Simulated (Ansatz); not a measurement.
# Ga2O3: the cost of one run

Program: Ansatz 0.2.0, driven from Python. Level of theory: DFT LDA, plane waves, PAW. These are calculated values, not measurements.

## 1. Starting point

Symmetry: C2/m, No. 12, monoclinic system. The conventional cell has a = 12.214 Å, b = 3.037 Å, c = 5.798 Å, α = 90.00°, β = 103.83°, γ = 90.00°. Ga (site symmetry m) is surrounded by 4 O at 1.83 to 1.86 Å. Ga (site symmetry m) is surrounded by 6 O at 1.94 to 2.07 Å. O (site symmetry m) is surrounded by 3 Ga at 1.83 to 1.94 Å. Around O (site symmetry m) lie 4 Ga at 1.86 to 2.07 Å.

No structure file is read: the coordinates are typed or built in the script.

## 2. The code

Input file run_vcrelax.py:

```python
import ansatz as az
from ase import Atoms
from ase.neighborlist import neighbor_list
import matplotlib.pyplot as plt
import numpy as np

def edges_and_angles(cell):
    cell = np.asarray(cell)
    a, b, c = np.linalg.norm(cell, axis=1)
    cosines = cell[1] @ cell[2] / (b * c), cell[0] @ cell[2] / (a * c), cell[0] @ cell[1] / (a * b)
    return (a, b, c, *np.degrees(np.arccos(cosines)))

xtal = (
    az.Lattice.of((6.107, -1.51855, 0.0), (6.107, 1.51855, 0.0), (-1.38599, 0.0, 5.63001))
    .atom("Ga", (0.0905, 0.0905, 0.7946))
    .atom("Ga", (0.9095, 0.9095, 0.2054))
    .atom("Ga", (0.65866, 0.65866, 0.31402))
    .atom("Ga", (0.34134, 0.34134, 0.68598))
    .atom("O", (0.1645, 0.1645, 0.1098))
    .atom("O", (0.8355, 0.8355, 0.8902))
    .atom("O", (0.1733, 0.1733, 0.5632))
    .atom("O", (0.8267, 0.8267, 0.4368))
    .atom("O", (0.4959, 0.4959, 0.2566))
    .atom("O", (0.5041, 0.5041, 0.7434))
)

calculation = xtal.calculation()
calculation = calculation.occupations("fixed").accuracy("medium")
calculation = calculation.kpoints(8, 8, 5, shift=0.5)
calculation = calculation.basis(630)
calculation = calculation.functional("lda")
calculation = calculation.relax(pressure=30, stress_tolerance=0.01)
steps = []


def follow(event):
    if event["event"] != "relax_step":
        return
    row = event["data"]
    steps.append(row)
    print(f"step {row['step']:3d}  E = {row['lagrangian_ev']:.5f} eV  largest force component = {row['allowed_force_max_ev_ang']:.4f} eV/A  P = {row['pressure_gpa']:.3f} GPa")


out = calculation.session().plan(threads=1).execute(on_event=follow)
data = out.report

first, last = steps[0], steps[-1]
symbols = [site.symbol for site in out.lattice.sites]
print(f"energy gained {first['lagrangian_ev'] - last['lagrangian_ev']:.4f} eV in {len(steps) - 1} steps")
for label, vectors in (("before", first["cell_ang"]), ("after", out.lattice.cell_ang)):
    print(label, "a b c (A) {:.4f} {:.4f} {:.4f}  angles {:.2f} {:.2f} {:.2f}".format(*edges_and_angles(vectors)), f" V = {abs(np.linalg.det(vectors)):.3f} A^3")
print("final stress xx yy zz (GPa, compression positive):", np.round(np.diag(data["stress_gpa"]), 3) + 0.0)

final = Atoms(symbols, positions=last["positions_ang"], cell=out.lattice.cell_ang, pbc=True)
i, j, d = neighbor_list("ijd", final, 4.5)
print("neighbours within 1.2 times the shortest distance of each atom (A)")
for atom in range(len(final)):
    near = [m for m in np.argsort(d) if i[m] == atom]
    shell = [m for m in near if d[m] < 1.2 * d[near[0]]]
    print(f"{symbols[atom]}{atom} ({len(shell)}):", ", ".join(f"{symbols[j[m]]} {d[m]:.3f}" for m in shell))

fig, (top, bottom) = plt.subplots(2, 1, sharex=True, figsize=(4.5, 4))
top.plot([s["lagrangian_ev"] - last["lagrangian_ev"] for s in steps], "o-")
top.set_ylabel("E - E(final) (eV)")
bottom.semilogy([max(s["allowed_force_max_ev_ang"], 1e-6) for s in steps], "s-")
bottom.set(xlabel="step", ylabel="largest force (eV/A)")
fig.tight_layout()
fig.savefig("relax.png", dpi=100)

print("%-22s %14.5f eV" % ("F = E - TS", data["free_energy_ev"]))
print("%-22s %14.5f eV" % ("E", data["internal_energy_ev"]))
print("%-22s %14.5f eV" % ("Harris-Foulkes", data["harris_foulkes_ev"]))
print("%-22s %14.5f eV" % ("Fermi level", data["fermi_energy_ev"]))
```

## 3. Launch

Run with:

```sh
> python run_vcrelax.py
```

What time and memory should one allow on 1 thread of Arm Neoverse V1, shared host?

About 15 min, with a peak of 0.96 GiB.
